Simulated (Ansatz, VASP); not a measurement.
GaN in VASP and in Ansatz

The input INCAR:

```
SYSTEM = GaN
PREC     = Accurate       ! precision mode
ENCUT    = 520            ! plane-wave cutoff, eV
EDIFF    = 1E-6           ! SCF threshold, eV
ISMEAR   = 0              ! smearing method
SIGMA    = 0.01           ! smearing width, eV
LREAL    = .FALSE.        ! projectors in reciprocal space
LASPH    = .TRUE.         ! aspherical terms in the spheres
NELM     = 150            ! most SCF steps
ALGO     = Normal         ! electronic algorithm
ISIF     = 2              ! what is computed and relaxed
LWAVE    = .FALSE.        ! write WAVECAR
LCHARG   = .FALSE.        ! write CHGCAR
MAGMOM   = 0 0 0 0 0 0    ! initial moments
LORBIT   = 11             ! projections on sites
LSORBIT  = .TRUE.         ! spin-orbit coupling
GGA_COMPAT= .FALSE.      
LORBMOM  = .TRUE.       
GGA      = PE             ! functional
NBANDS   = 30             ! bands
```

KPOINTS

```
Automatic mesh
0
G
  8 8 8
  0 0 0
```

POSCAR

```
GaN
1.0
    0.0000000000      2.2489525415      2.2489525415
    2.2489525415      0.0000000000      2.2489525415
    2.2489525415      2.2489525415      0.0000000000
Ga N
1 1
Direct
    0.0000000000      0.0000000000      0.0000000000
    0.2500000000      0.2500000000      0.2500000000
```

Input for Ansatz:

```yaml
crystal:
  lattice:
    - [0.0, 2.2489525415, 2.2489525415]
    - [2.2489525415, 0.0, 2.2489525415]
    - [2.2489525415, 2.2489525415, 0.0]
  atoms:
    - { symbol: Ga, position: [0.0, 0.0, 0.0] }
    - { symbol: "N", position: [0.25, 0.25, 0.25] }
kpoints:
  mp_grid: { grid: [8, 8, 8] }
hamiltonian:
  xc: pbe
scf:
  occupations: { method: fixed }
magnetization:
  noncollinear: true
  spin_orbit: true
output:
  optics: { e_range: [0, 14], de: 0.05, sigma: 0.1, bands: auto }
```

Alike in both runs: task single point; functional PBE; k mesh 8 × 8 × 8; non-collinear spin, spin-orbit coupling.

```csv
,VASP,Ansatz
version,VASP 6.6.1,Ansatz 0.2.0
potentials or method,"VASP PAW PBE potentials, release 64 (Ga_d, N)","plane waves, PAW"
plane-wave cutoff (eV),520,420
occupations,"gaussian, width 0.01 eV",fixed
valence electrons in the cell,18,18
```

VASP gave:

* gap on the k mesh at the Fermi level (eV): 1.76
* net moment per atom (μB): 0.00

What did Ansatz give for the same quantities?

gap on the k mesh at the Fermi level (eV): 1.75; net moment per atom (μB): 0.00.

Ansatz warned: «optics_gap_not_shown_off_mesh».
